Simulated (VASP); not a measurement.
# O2 in VASP: single point with PBE0

Aim: the single point of O2 with PBE0.

Everything below comes from runs of VASP 6.6.1. Logs are shortened: lines on timing, memory, paths and dates and some standing lists are left out, and cuts for length are marked.

## Step 1: The molecule as given

The cell holds a molecule in a box, 2 atoms: a = 10.000 Å, b = 10.500 Å, c = 11.000 Å, α = 90.00°, β = 90.00°, γ = 90.00°.

## Step 2: Single point, PBE0, collinear spin, ferromagnetic start

The input, POSCAR:

```
O
1.0
   10.0000000000      0.0000000000      0.0000000000
    0.0000000000     10.5000000000      0.0000000000
    0.0000000000      0.0000000000     11.0000000000
O
2
Direct
    0.5000000000      0.5000000000      0.4442200000
    0.5000000000      0.5000000000      0.5557800000
```

The input, INCAR.step1:

```
SYSTEM = O
ALGO = Normal ; EDIFF = 1E-5
ENCUT = 520 ; GGA = PE
ISIF = 2 ; ISMEAR = 0
ISPIN = 2 ; LASPH = .True.
LCHARG = .False. ; LORBIT = 11
LREAL = .False. ; LWAVE = .True.
MAGMOM = 1 1 ; NELM = 150
PREC = Accurate ; SIGMA = 0.02
```

The input, INCAR.step2:

```
SYSTEM = O
AEXX = 0.25 ; ALGO = Normal
EDIFF = 1E-6 ; ENCUT = 520
GGA = PE ; HFRCUT = -1
ISIF = 2 ; ISMEAR = 0
ISPIN = 2 ; ISTART = 1
LASPH = .True. ; LCHARG = .False.
LHFCALC = .True. ; LORBIT = 11
LREAL = .False. ; LWAVE = .False.
MAGMOM = 1 1 ; NELM = 150
PREC = Accurate ; PRECFOCK = Fast
SIGMA = 0.02
```

The input, KPOINTS:

```
k-points
0
Gamma
  1 1 1
  0 0 0
```

Potentials or basis: VASP PAW PBE potentials, release 64 (O).

Started as:

```sh
$ cat potpaw_PBE.64/O/POTCAR > POTCAR
$ cp INCAR.step1 INCAR
$ mpirun -np 1 vasp_std > vasp.out
$ cp INCAR.step2 INCAR
$ mpirun -np 1 vasp_std > vasp.out
```

OUTCAR:

```text
SYSTEM = O
   AEXX = 0.25
   EDIFF = 1E-6
   ENCUT = 520
   GGA = PE
   ISIF = 2
   ISMEAR = 0
   ISPIN = 2
   ISTART = 1
   LASPH = .True.
   LHFCALC = .True.
   LORBIT = 11
   LREAL = .False.
   NELM = 150
   PREC = Accurate
   PRECFOCK = Fast

 ion  position               nearest neighbor table
   1  0.500  0.500  0.444-   2 1.23
   2  0.500  0.500  0.556-   1 1.23

  LATTYP: Found a simple orthorhombic cell.
 ALAT       =    10.0000000000
 B/A-ratio  =     1.0500000000
 C/A-ratio  =     1.1000000000

  Lattice vectors:

 A1 = (  10.0000000000,   0.0000000000,   0.0000000000)
 A2 = (   0.0000000000,  10.5000000000,   0.0000000000)
 A3 = (   0.0000000000,   0.0000000000,  11.0000000000)

Analysis of symmetry for initial positions (statically):
=====================================================================
 Subroutine PRICEL returns:
 Original cell was already a primitive cell.

 Routine SETGRP: Setting up the symmetry group for a
 simple orthorhombic supercell.

 Subroutine GETGRP returns: Found  8 space group operations
 (whereof  8 operations were pure point group operations)
 out of a pool of  8 trial point group operations.

The static configuration has the point symmetry D_2h.

Analysis of symmetry for dynamics (positions and initial velocities):
=====================================================================
 Subroutine PRICEL returns:
 Original cell was already a primitive cell.

 Routine SETGRP: Setting up the symmetry group for a
 simple orthorhombic supercell.

 Subroutine GETGRP returns: Found  8 space group operations
 (whereof  8 operations were pure point group operations)
 out of a pool of  8 trial point group operations.

The dynamic configuration has the point symmetry D_2h.

Analysis of structural, dynamic, and magnetic symmetry:
=====================================================================
 Subroutine PRICEL returns:
 Original cell was already a primitive cell.

 Routine SETGRP: Setting up the symmetry group for a
 simple orthorhombic supercell.

 Subroutine GETGRP returns: Found  8 space group operations
 (whereof  8 operations were pure point group operations)
 out of a pool of  8 trial point group operations.

The overall configuration has the point symmetry D_2h.

 Subroutine INISYM returns: Found  8 space group operations
 (whereof  8 operations are pure point group operations),
 and found     1 'primitive' translations

----------------------------------------------------------------------------------------

                                     Primitive cell

  volume of cell :    1155.0000

  direct lattice vectors                    reciprocal lattice vectors
    10.000000000  0.000000000  0.000000000     0.100000000  0.000000000  0.000000000
     0.000000000 10.500000000  0.000000000     0.000000000  0.095238095  0.000000000
     0.000000000  0.000000000 11.000000000     0.000000000  0.000000000  0.090909091

  length of vectors
    10.000000000 10.500000000 11.000000000     0.100000000  0.095238095  0.090909091

  position of ions in fractional coordinates (direct lattice)
     0.500000000  0.500000000  0.444220000
     0.500000000  0.500000000  0.555780000

  ion indices of the primitive-cell ions
   primitive index   ion index
                 1           1
                 2           2

----------------------------------------------------------------------------------------

 KPOINTS: k-points

Automatic generation of k-mesh.
 Grid dimensions read from file:
 generate k-points for:    1    1    1

 Generating k-lattice:

  Cartesian coordinates                     Fractional coordinates (reciprocal lattice)
     0.100000000  0.000000000  0.000000000     1.000000000  0.000000000  0.000000000
     0.000000000  0.095238095  0.000000000     0.000000000  1.000000000  0.000000000
     0.000000000  0.000000000  0.090909091     0.000000000  0.000000000  1.000000000

  Length of vectors
     0.100000000  0.095238095  0.090909091

  Shift w.r.t. Gamma in fractional coordinates (k-lattice)
     0.000000000  0.000000000  0.000000000

 Subroutine IBZKPT returns following result:
 ===========================================

 Found      1 irreducible k-points:

 Following reciprocal coordinates:
            Coordinates               Weight
  0.000000  0.000000  0.000000      1.000000
   k-points           NKPTS =      1   k-points in BZ     NKDIM =      1   number of bands    NBANDS=     11
   number of dos      NEDOS =    301   number of ions     NIONS =      2
   total plane-waves  NPLWV = 537600
   dimension x,y,z NGX =    80 NGY =   80 NGZ =   84
   dimension x,y,z NGXF=   160 NGYF=  160 NGZF=  168
   ions per type =               2
   NGX,Y,Z   is equivalent  to a cutoff of  13.30, 12.67, 12.70 a.u.
   NGXF,Y,Z  is equivalent  to a cutoff of  26.60, 25.33, 25.39 a.u.
 SYSTEM =  O
   PREC   = accura    normal or accurate (medium, high low for compatibility)
   ISTART =      1    job   : 0-new  1-cont  2-samecut
   ICHARG =      0    charge: 1-file 2-atom 10-const
   ISPIN  =      2    spin polarized calculation?
   LNONCOLLINEAR =      F non collinear calculations
   LSORBIT =      F    spin-orbit coupling
   LASPH  =      T    aspherical Exc in radial PAW
   ENCUT  =  520.0 eV  38.22 Ry    6.18 a.u.  18.59 19.52 20.45*2*pi/ulx,y,z
   NELM   =    150;   NELMIN=  2; NELMDL=  0     # of ELM steps
   EDIFF  = 0.1E-05   stopping-criterion for ELM
   LREAL  =      F    real-space projection
   EDIFFG = 0.1E-04   stopping-criterion for IOM
   NSW    =      0    number of steps for IOM
   IBRION =     -1    ionic relax: 0-MD 1-quasi-New 2-CG
   NFREE  =      0    steps in history (QN), initial steepest desc. (CG)
   ISIF   =      2    stress and relaxation
   ISYM   =      3    0-nonsym 1-usesym 2-fastsym
   POTIM  = 0.5000    time-step for ionic-motion
   TEBEG  =    0.0;   TEEND  =   0.0 temperature during run
   PSTRESS=    0.0 pullay stress
   NELECT =      12.0000    total number of electrons
   NUPDOWN=      -1.0000    fix difference up-down
   EMIN   =  10.00;   EMAX   =-10.00  energy-range for DOS
   EFERMI =   0.00;   METHOD = LEGACY
   ISMEAR =     0;   SIGMA  =   0.02  broadening in eV -4-tet -1-fermi 0-gaus
   EFERMI_NEDOS =   21; number of points for ismear=-14 and -15
   IALGO  =     38    algorithm
   IMIX   =      1    mixing-type and parameters
     AMIX     =   0.40;   BMIX     =  1.00
     AMIX_MAG =   1.60;   BMIX_MAG =  1.00
  volume/ion in A,a.u.               =     577.50      3897.16
  Fermi-wavevector in a.u.,A,eV,Ry     =   0.357225  0.675056  1.736231  0.127609
  Thomas-Fermi vector in A             =   1.274455
   LORBIT       =     11    0 simple, 1 ext, 2 COOP (PROOUT), +10 PAW based schemes
   GGA     = PE    functional components
   LHFCALC =     T    Hartree Fock is set to
   PRECFOCK=fast      Normal, Fast or Accurate (Low or Medium for compatibility)
   ENCUT4O =  -1.0   cutoff for four orbital integrals eV
   NKREDX  =     1    reduce k-point grid by
   NKREDY  =     1    reduce k-point grid by
   NKREDZ  =     1    reduce k-point grid by
   AEXX    =    0.2500 exact exchange contribution
   HFSCREEN=    0.0000 screening length (either q_TF or 0.3 A-1)
   HFSCREENC=   0.0000 screening length for correlation (either q_TF or 0.3 A-1)
   ENCUTFOCK=  -1.0 apply spherical cutoff to Coloumb kernel
   IVDW    =     0    specifies the selected vdW correction
   LEPSILON=     F    determine dielectric tensor
   LRPA    =     F    only Hartree local field effects (RPA)
 spin polarized calculation
 Gauss-broadening in eV      SIGMA  =   0.02
  energy-cutoff  :      520.00
  volume of cell :     1155.00
 maximum number of plane-waves:     31095
 NGX is ok and might be reduce to    80
  NGX = 40; NGY = 40; NGZ = 42

 number of electron      11.9999998 magnetization       1.9999999

 Free energy of the ion-electron system (eV)
  ---------------------------------------------------
  ext. energy  EPLUGINS =         0.00000000
  ---------------------------------------------------
  free energy    TOTEN  =       -15.03296074 eV

  energy without entropy =      -15.03296074  energy(sigma->0) =      -15.03296074

 E-fermi :  -8.9217     XC(G=0):  -0.3926

 val. band max:       -9.0940661088   @ k =   0.0000   0.0000   0.0000
 cond. band min:      -3.0016895386   @ k =   0.0000   0.0000   0.0000
 fundamental gap:      6.0923765702
 Fermi energy:        -8.9216650817

 spin component 1

 k-point     1 :       0.0000    0.0000    0.0000
  band No.  band energies     occupation
      1     -36.2125      1.00000
      2     -23.7846      1.00000
      3     -15.7951      1.00000
      4     -15.7950      1.00000
      5     -15.3436      1.00000
      6      -9.0942      1.00000
      7      -9.0941      1.00000
      8      -0.1032      0.00000
      9       0.9968      0.00000
     10       1.1244      0.00000
     11       1.2087      0.00000
 Fermi energy:        -8.9216650817

 spin component 2

 k-point     1 :       0.0000    0.0000    0.0000
  band No.  band energies     occupation
      1     -34.5241      1.00000
      2     -21.1472      1.00000
      3     -14.2695      1.00000
      4     -12.7211      1.00000
      5     -12.7208      1.00000
      6      -3.0017      0.00000
      7      -3.0013      0.00000
      8      -0.0654      0.00000
      9       1.0944      0.00000
     10       1.1462      0.00000
     11       1.2621      0.00000

------------------------ aborting loop because EDIFF is reached ----------------------------------------

  FORCE on cell =-STRESS in cart. coord.  units (eV):
  Direction    XX          YY          ZZ          XY          YZ          ZX
  --------------------------------------------------------------------------------------
  -------------------------------------------------------------------------------------
  Total       -0.0538957     -0.0628386     -1.8598678      0.0000000      0.0000000      0.0000000
  in kB       -0.0747623     -0.0871675     -2.5799463      0.0000000      0.0000000      0.0000000
  external PRESSURE =      -0.9139587 kB  Pullay stress =       0.0000000 kB

 VOLUME and BASIS-vectors are now :
 -----------------------------------------------------------------------------
  energy-cutoff  :      520.00
  volume of cell :     1155.00
      direct lattice vectors                 reciprocal lattice vectors
    10.000000000  0.000000000  0.000000000     0.100000000  0.000000000  0.000000000
     0.000000000 10.500000000  0.000000000     0.000000000  0.095238095  0.000000000
     0.000000000  0.000000000 11.000000000     0.000000000  0.000000000  0.090909091

 POSITION                                       TOTAL-FORCE (eV/Angst)
 -----------------------------------------------------------------------------------
      5.00000      5.25000      4.88642         0.000000     -0.000000      1.457880
      5.00000      5.25000      6.11358         0.000000      0.000000     -1.457880
 -----------------------------------------------------------------------------------
    total drift:                               -0.000000      0.000000     -0.000000

  FREE ENERGIE OF THE ION-ELECTRON SYSTEM (eV)
  ---------------------------------------------------
  free  energy   TOTEN  =       -15.0329607398 eV

  energy  without entropy=      -15.0329607398  energy(sigma->0) =      -15.03296074

 total charge

# of ion       s       p       d       tot
------------------------------------------
    1        1.617   3.294   0.000   4.911
    2        1.617   3.294   0.000   4.911
--------------------------------------------------
tot          3.234   6.588   0.000   9.822

 magnetization (x)

# of ion       s       p       d       tot
------------------------------------------
    1        0.015   0.820   0.000   0.835
    2        0.015   0.820   0.000   0.835
--------------------------------------------------
tot          0.030   1.640   0.000   1.669
```

It took 9.2 min on 1 thread of Intel Xeon Platinum 8375C at 2.90GHz (Ice Lake), shared host; peak memory 1.3 GiB.

What came out:

```yaml
Free_energy: -15.0330 eV
Largest_force: 1.458 eV/Å
Gap_between_the_frontier_levels: 6.09 eV
Net_moment: 2.00 μB per cell
Site_moments: O +0.83 μB
Valence_electrons_inside_the_program's_atomic_spheres: O 4.91
```

Forces in eV/Å, atoms in the order of the input:
```
O    0.000  0.000  1.458
O    0.000  0.000 -1.458
```

Caveat: the standard files for N, O and F lose accuracy on very short bonds; the PAW data sets were made with another functional, which shifts forces and pressure a little.
